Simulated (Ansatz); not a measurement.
**Hf3N2: convergence and cost**

This session on Hf3N2 sets out to test the plane-wave cutoff.

Computed with Ansatz 0.2.0 (DFT r2SCAN, scalar-relativistic, plane waves, PAW, unless a step's input says otherwise).

1 further run of the same task is left out (set aside as unsound or not needed). Runs told in other sessions of the task aren't counted.

## 1. The system as given

It takes space group R-3m (No. 166, trigonal). The conventional cell has a = 3.199 Å, b = 3.199 Å, c = 23.265 Å, α = 90.00°, β = 90.00°, γ = 120.00°. Hf (site symmetry 3m) is surrounded by 3 N at 2.29 Å. Hf (site symmetry -3m) is surrounded by 6 N at 2.24 Å. N (site symmetry 3m) is surrounded by 6 Hf at 2.24 to 2.29 Å.

Structure file:

```
CELL_PARAMETERS angstrom
1.59943 0.92343 7.75484
-1.59943 0.92343 7.75484
0.00000 -1.84686 7.75484
ATOMIC_POSITIONS crystal
Hf 0.77942 0.77942 0.77942
Hf 0.22058 0.22058 0.22058
Hf 0.00000 0.00000 0.00000
N 0.61192 0.61192 0.61192
N 0.38808 0.38808 0.38808
```

Source of the structure: the Materials Project (structure only). It is taken as it stands there.

## 2. The base run, which the others are set against

Contents of input.yaml:

```yaml
crystal:
  lattice:
    - [1.5994260774, 0.9234290764, 7.7548432223]
    - [-1.5994260774, 0.9234290764, 7.7548432223]
    - [0.0, -1.8468581527, 7.7548432223]
  atoms:
    - { symbol: Hf, position: [0.77941866, 0.77941866, 0.77941866] }
    - { symbol: Hf, position: [0.22058134, 0.22058134, 0.22058134] }
    - { symbol: Hf, position: [0.0, 0.0, 0.0] }
    - { symbol: "N", position: [0.61191553, 0.61191553, 0.61191553] }
    - { symbol: "N", position: [0.38808447, 0.38808447, 0.38808447] }
basis:
  ecutwfc: 500
kpoints:
  mp_grid: { grid: [12, 12, 12] }
hamiltonian:
  xc: r2scan
scf:
  occupations: { method: gaussian, width: 0.1 }
output:
  forces: true
  stress: true
  eigenvalues: true
  populations: true
```

It was run beforehand and gave: -9595.3699 eV/atom at zero smearing, pressure 1.99 GPa, largest force 0.131 eV/Å, no gap on the mesh, in 11 SCF cycles and 3.3 min.

## 3. Plane-wave cutoff: 150 eV

Contents of input.yaml:

```yaml
crystal:
  lattice:
    - [1.5994260774, 0.9234290764, 7.7548432223]
    - [-1.5994260774, 0.9234290764, 7.7548432223]
    - [0.0, -1.8468581527, 7.7548432223]
  atoms:
    - { symbol: Hf, position: [0.77941866, 0.77941866, 0.77941866] }
    - { symbol: Hf, position: [0.22058134, 0.22058134, 0.22058134] }
    - { symbol: Hf, position: [0.0, 0.0, 0.0] }
    - { symbol: "N", position: [0.61191553, 0.61191553, 0.61191553] }
    - { symbol: "N", position: [0.38808447, 0.38808447, 0.38808447] }
basis:
  ecutwfc: 150
kpoints:
  mp_grid: { grid: [12, 12, 12] }
hamiltonian:
  xc: r2scan
scf:
  occupations: { method: gaussian, width: 0.1 }
output:
  forces: true
  stress: true
  eigenvalues: true
```

Command:

```console
$ ansatz run input.yaml --threads 1 --pin off --max-ram 2560MiB --backend cpu --events-out ev --progress --plain --runs-dir out
```

## 4. Plane-wave cutoff: 200 eV

Changes to input.yaml since step 3:

```diff
@@ -12,3 +12,3 @@
 basis:
-  ecutwfc: 150
+  ecutwfc: 200
 kpoints:
```

## 5. Plane-wave cutoff: 250 eV

Changes to input.yaml since step 4:

```diff
@@ -12,3 +12,3 @@
 basis:
-  ecutwfc: 200
+  ecutwfc: 250
 kpoints:
```

## 6. Plane-wave cutoff set to 300 eV

Changes to input.yaml since step 5:

```diff
@@ -12,3 +12,3 @@
 basis:
-  ecutwfc: 250
+  ecutwfc: 300
 kpoints:
```

## 7. Plane-wave cutoff set to 350 eV

Changes to input.yaml since step 6:

```diff
@@ -12,3 +12,3 @@
 basis:
-  ecutwfc: 300
+  ecutwfc: 350
 kpoints:
```

## 8. Plane-wave cutoff: 380 eV

Changes to input.yaml since step 7:

```diff
@@ -12,3 +12,3 @@
 basis:
-  ecutwfc: 350
+  ecutwfc: 380
 kpoints:
```

## 9. Plane-wave cutoff: 460 eV

Changes to input.yaml since step 8:

```diff
@@ -12,3 +12,3 @@
 basis:
-  ecutwfc: 380
+  ecutwfc: 460
 kpoints:
```

## 10. Plane-wave cutoff: 520 eV

Changes to input.yaml since step 9:

```diff
@@ -12,3 +12,3 @@
 basis:
-  ecutwfc: 460
+  ecutwfc: 520
 kpoints:
```

## 11. Plane-wave cutoff: 600 eV

Changes to input.yaml since step 10:

```diff
@@ -12,3 +12,3 @@
 basis:
-  ecutwfc: 520
+  ecutwfc: 600
 kpoints:
@@ -23 +23,5 @@
   eigenvalues: true
+  write_density: true
+  write_potential: true
+  elf: true
+  volumetric_format: npy
```

## 12. Plane-wave cutoff set to 700 eV

Changes to input.yaml since step 11:

```diff
@@ -12,3 +12,3 @@
 basis:
-  ecutwfc: 600
+  ecutwfc: 700
 kpoints:
```

## 13. Plane-wave cutoff: 850 eV

Changes to input.yaml since step 12:

```diff
@@ -12,3 +12,3 @@
 basis:
-  ecutwfc: 700
+  ecutwfc: 850
 kpoints:
@@ -23,5 +23 @@
   eigenvalues: true
-  write_density: true
-  write_potential: true
-  elf: true
-  volumetric_format: npy
```

(Steps that only read results are left out.)

What results come out of these runs, taken together?

As calculated:

```
                                                  quantity                        value
plane-wave cutoff: within 10 and 1 meV/atom of 850 eV from  460 eV for 10; 700 eV for 1
```

**Reading.** For the plane-wave cutoff, the energy stays within 1 meV/atom of the reference from 700 eV on. The reference is only the best run made, not a proven limit. Much of this error cancels in differences between similar cells. The pressure is off by up to 24.6 GPa. Forces stay within 0.01 eV/Å of the reference from 460 eV on. The runs treat Hf without spin-orbit coupling. The settings are coarse, so take the values as rough.
